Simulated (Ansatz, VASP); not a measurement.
## W: VASP beside Ansatz

```
W
1.0
     2.79080    0.00000    0.00000
     0.00000    4.83123    0.00000
     0.00000    0.00000    4.89065
W
4
Direct
  0.79317 0.93684 0.75000
  0.20683 0.43684 0.75000
  0.20683 0.06316 0.25000
  0.79317 0.56316 0.25000
```

Change from the starting cell: volume scaled by 0.98.

Alike in both runs: task single point; functional LDA; k mesh 9 × 6 × 6; occupations fermi-dirac, width 0.05 eV; no spin polarisation.

```csv
,VASP,Ansatz
version,VASP 6.6.1,Ansatz 0.2.0
potentials or method,"VASP PAW LDA potentials, release 64 (W_sv), cutoff 520 eV","all-electron LAPW, scalar-relativistic"
```

```tsv
	VASP	Ansatz	Ansatz less VASP
gap on the k mesh at the Fermi level (eV)	none	none	-
pressure (GPa)	-9.1	-10.6	-1.49
largest component of the traceless stress (GPa)	0.80	0.71	-0.092
rms of the force components (eV/Å)	0.042	0.043	+0.0017
```

Atom by atom the forces differ by 0.014 eV/Å (rms over components). A gap of «none» marks a metal or a gap that the smearing closes. Ansatz ran all-electron here, so the differences hold the error of VASP's frozen core and of both bases.

The runs have no spin-orbit coupling, so splittings on W are missing.
